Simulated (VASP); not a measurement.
# CdS (P3m1) in VASP: further runs

One crystal, CdS, is run at these levels: LDA; tasks: single point.

Program: VASP 6.6.1. These are calculated values, not measurements. Logs are shortened: lines on timing, memory, paths and dates and some standing lists are left out, and cuts for length are marked.

## Step 1: The undisturbed crystal

It takes space group P3m1 (No. 156, trigonal). The conventional cell has a = 4.261 Å, b = 4.261 Å, c = 5.804 Å, α = 90.00°, β = 90.00°, γ = 120.00°. Around Cd (site symmetry 3m) lie 3 S at 2.46 Å. S (site symmetry 3m) is surrounded by 3 Cd at 2.46 Å.

Measurements of this composition are mostly on another form, of space group No. 186.

## Step 2: Single point, LDA (grid = ENCUT=400 dk=1.6 cell=2x2x2 ISMEAR=0 SIGMA=0.05 LREAL=Auto EDIFF=1e-06)

File INCAR:

```
SYSTEM = CdS
ALGO = Fast ; EDIFF = 1E-6
ENCUT = 400 ; GGA = CA
ISIF = 2 ; ISMEAR = 0
LASPH = .True. ; LCHARG = .False.
LREAL = Auto ; LWAVE = .False.
NBANDS = 80 ; NELM = 120
PREC = Accurate ; SIGMA = 0.05
```

File KPOINTS:

```
k-points
0
Gamma
  1 1 1
  0 0 0
```

File POSCAR:

```
CdS
1.0
    8.5223391754      0.0000000000      0.0000000000
   -4.2611695878      7.3805622256      0.0000000000
    0.0000000000      0.0000000000     11.6083458800
Cd S
8 8
Direct
    0.0000000000      0.0000000000      0.2213459600
    0.0000000000      0.0000000000      0.7213459600
    0.0000000000      0.5000000000      0.2213459600
    0.0000000000      0.5000000000      0.7213459600
    0.5000000000      0.0000000000      0.2213459600
    0.5000000000      0.0000000000      0.7213459600
    0.5000000000      0.5000000000      0.2213459600
    0.5000000000      0.5000000000      0.7213459600
    0.3333333334      0.1666666666      0.2171540400
    0.3333333334      0.1666666666      0.7171540400
    0.3333333334      0.6666666666      0.2171540400
    0.3333333334      0.6666666666      0.7171540400
    0.8333333333      0.1666666666      0.2171540400
    0.8333333333      0.1666666666      0.7171540400
    0.8333333333      0.6666666666      0.2171540400
    0.8333333333      0.6666666666      0.7171540400
```

Potentials or basis: VASP PAW LDA potentials, release 64 (Cd, S).

Started as:

```console
cat potpaw_LDA.64/Cd/POTCAR potpaw_LDA.64/S/POTCAR > POTCAR
mpirun -np 1 vasp_std > vasp.out
```

OUTCAR:

```text
SYSTEM = CdS
   EDIFF = 1E-6
   ENCUT = 400
   GGA = CA
   ISIF = 2
   ISMEAR = 0
   LASPH = .True.
   LREAL = Auto
   NELM = 120
   PREC = Accurate

 Found      1 irreducible k-points:

 Following reciprocal coordinates:
            Coordinates               Weight
  0.000000  0.000000  0.000000      1.000000
   k-points           NKPTS =      1   k-points in BZ     NKDIM =      1   number of bands    NBANDS=     80
   number of dos      NEDOS =    301   number of ions     NIONS =     16
   total plane-waves  NPLWV = 250880
   dimension x,y,z NGX =    56 NGY =   56 NGZ =   80
   dimension x,y,z NGXF=   112 NGYF=  112 NGZF=  160
   ions per type =               8   8
   NGX,Y,Z   is equivalent  to a cutoff of  10.92, 10.92, 11.46 a.u.
   NGXF,Y,Z  is equivalent  to a cutoff of  21.85, 21.85, 22.91 a.u.
 SYSTEM =  CdS
   PREC   = accura    normal or accurate (medium, high low for compatibility)
   ISTART =      0    job   : 0-new  1-cont  2-samecut
   ICHARG =      2    charge: 1-file 2-atom 10-const
   ISPIN  =      1    spin polarized calculation?
   LNONCOLLINEAR =      F non collinear calculations
   LSORBIT =      F    spin-orbit coupling
   LASPH  =      T    aspherical Exc in radial PAW
   ENCUT  =  400.0 eV  29.40 Ry    5.42 a.u.  13.90 13.90 18.93*2*pi/ulx,y,z
   NELM   =    120;   NELMIN=  2; NELMDL= -5     # of ELM steps
   EDIFF  = 0.1E-05   stopping-criterion for ELM
   LREAL  =      T    real-space projection
   EDIFFG = 0.1E-04   stopping-criterion for IOM
   NSW    =      0    number of steps for IOM
   IBRION =     -1    ionic relax: 0-MD 1-quasi-New 2-CG
   NFREE  =      0    steps in history (QN), initial steepest desc. (CG)
   ISIF   =      2    stress and relaxation
   ISYM   =      2    0-nonsym 1-usesym 2-fastsym
   POTIM  = 0.5000    time-step for ionic-motion
   TEBEG  =    0.0;   TEEND  =   0.0 temperature during run
   PSTRESS=    0.0 pullay stress
   NELECT =     144.0000    total number of electrons
   NUPDOWN=      -1.0000    fix difference up-down
   EMIN   =  10.00;   EMAX   =-10.00  energy-range for DOS
   EFERMI =   0.00;   METHOD = LEGACY
   ISMEAR =     0;   SIGMA  =   0.05  broadening in eV -4-tet -1-fermi 0-gaus
   EFERMI_NEDOS =   21; number of points for ismear=-14 and -15
   IALGO  =     68    algorithm
   IMIX   =      4    mixing-type and parameters
     AMIX     =   0.40;   BMIX     =  1.00
     AMIX_MAG =   1.60;   BMIX_MAG =  1.00
  volume/ion in A,a.u.               =      45.64       307.96
  Fermi-wavevector in a.u.,A,eV,Ry     =   0.952919  1.800756 12.354841  0.908055
  Thomas-Fermi vector in A             =   2.081527
   LORBIT       =      0    0 simple, 1 ext, 2 COOP (PROOUT), +10 PAW based schemes
   GGA     = CA    functional components
   LHFCALC =     F    Hartree Fock is set to
   AEXX    =    0.0000 exact exchange contribution
   IVDW    =     0    specifies the selected vdW correction
   LEPSILON=     F    determine dielectric tensor
   LRPA    =     F    only Hartree local field effects (RPA)
 non-spin polarized calculation
 RMM-DIIS sequential band-by-band and
 Gauss-broadening in eV      SIGMA  =   0.05
  energy-cutoff  :      400.00
  volume of cell :      730.16
 maximum number of plane-waves:     13309
 NGX is ok and might be reduce to    54
   NGX = 27   NGY = 27   NGZ = 37

 number of electron     144.0000158 magnetization

 Free energy of the ion-electron system (eV)
  ---------------------------------------------------
  ext. energy  EPLUGINS =         0.00000000
  ---------------------------------------------------
  free energy    TOTEN  =       -46.90646815 eV

  energy without entropy =      -46.90646815  energy(sigma->0) =      -46.90646815

 E-fermi :  -1.8654     XC(G=0):  -6.4980

 val. band max:       -2.1162236994   @ k =   0.0000   0.0000   0.0000
 cond. band min:      -1.0199926229   @ k =   0.0000   0.0000   0.0000
 fundamental gap:      1.0962310765
 Fermi energy:        -1.8653806150

 k-point     1 :       0.0000    0.0000    0.0000
  band No.  band energies     occupation
      1     -13.6481      2.00000
      2     -13.6443      2.00000
      3     -13.2915      2.00000
      4     -13.2915      2.00000
      5     -13.2915      2.00000
      6     -13.2889      2.00000
[... 72 lines left out ...]
     79       1.4080      0.00000
     80       1.4085      0.00000

------------------------ aborting loop because EDIFF is reached ----------------------------------------

  FORCE on cell =-STRESS in cart. coord.  units (eV):
  Direction    XX          YY          ZZ          XY          YZ          ZX
  --------------------------------------------------------------------------------------
  -------------------------------------------------------------------------------------
  Total       -8.7857655     -8.7857655     -1.1397959      0.0000000      0.0000000     -0.0000000
  in kB      -19.2784267    -19.2784267     -2.5010311      0.0000000      0.0000000     -0.0000000
  external PRESSURE =     -13.6859615 kB  Pullay stress =       0.0000000 kB

 VOLUME and BASIS-vectors are now :
 -----------------------------------------------------------------------------
  energy-cutoff  :      400.00
  volume of cell :      730.16
      direct lattice vectors                 reciprocal lattice vectors
     8.522339175  0.000000000  0.000000000     0.117338677  0.067745516  0.000000000
    -4.261169588  7.380562226  0.000000000     0.000000000  0.135491033  0.000000000
     0.000000000  0.000000000 11.608345880     0.000000000  0.000000000  0.086144918

 POSITION                                       TOTAL-FORCE (eV/Angst)
 -----------------------------------------------------------------------------------
      0.00000      0.00000      2.56946        -0.000000     -0.000000      0.019134
      0.00000      0.00000      8.37363        -0.000000     -0.000000      0.019134
     -2.13058      3.69028      2.56946        -0.000000      0.000000      0.019134
     -2.13058      3.69028      8.37363        -0.000000     -0.000000      0.019134
      4.26117      0.00000      2.56946        -0.000000     -0.000000      0.019134
      4.26117      0.00000      8.37363        -0.000000      0.000000      0.019134
[... 8 lines left out ...]
      4.26117      4.92037      2.52080         0.000000      0.000000     -0.019134
      4.26117      4.92037      8.32497         0.000000      0.000000     -0.019134
 -----------------------------------------------------------------------------------
    total drift:                               -0.000009      0.000002      0.024497

  FREE ENERGIE OF THE ION-ELECTRON SYSTEM (eV)
  ---------------------------------------------------
  free  energy   TOTEN  =       -46.9064681478 eV

  energy  without entropy=      -46.9064681478  energy(sigma->0) =      -46.90646815
```

Run time: 36 s. Hardware: 1 thread of Intel Xeon 6975P-C (Granite Rapids), shared host; peak memory 0.38 GiB.

The run converged, but some of its settings lie outside the range that counts as converged, so its numbers aren't taken as properties of the crystal.

Results:

- Free energy: -46.9065 eV
- Pressure: -1.4 GPa
- Largest force: 0.019 eV/Å
- Band gap on the k mesh: 1.10 eV

Caveat: the k mesh is coarse (spacing up to 0.85 Å⁻¹), so the values aren't converged; an odd mesh through Γ misses points on the zone boundary, where band edges often lie.

## Step 3: Single point, LDA (grid = ENCUT=400 dk=0.9 cell=2x2x2 ISMEAR=0 SIGMA=0.05 LREAL=Auto EDIFF=1e-06)

INCAR is that of step 2.

KPOINTS is that of step 2.

POSCAR is that of step 2.

Potentials or basis: VASP PAW LDA potentials, release 64 (Cd, S).

Started as:

```console
cat potpaw_LDA.64/Cd/POTCAR potpaw_LDA.64/S/POTCAR > POTCAR
mpirun -np 1 vasp_std > vasp.out
```

It took 33 s on 1 thread of Intel Xeon 6975P-C (Granite Rapids), shared host; peak memory 0.38 GiB.

The run converged, but some of its settings lie outside the range that counts as converged, so its numbers aren't taken as properties of the crystal.

Results:

| Property | Result |
| --- | --- |
| Free energy | -46.9065 eV |
| Pressure | -1.4 GPa |
| Largest force | 0.019 eV/Å |
| Band gap on the k mesh | 1.10 eV |

Caveat: the k mesh is coarse (spacing up to 0.85 Å⁻¹), so the values aren't converged; an odd mesh through Γ misses points on the zone boundary, where band edges often lie.
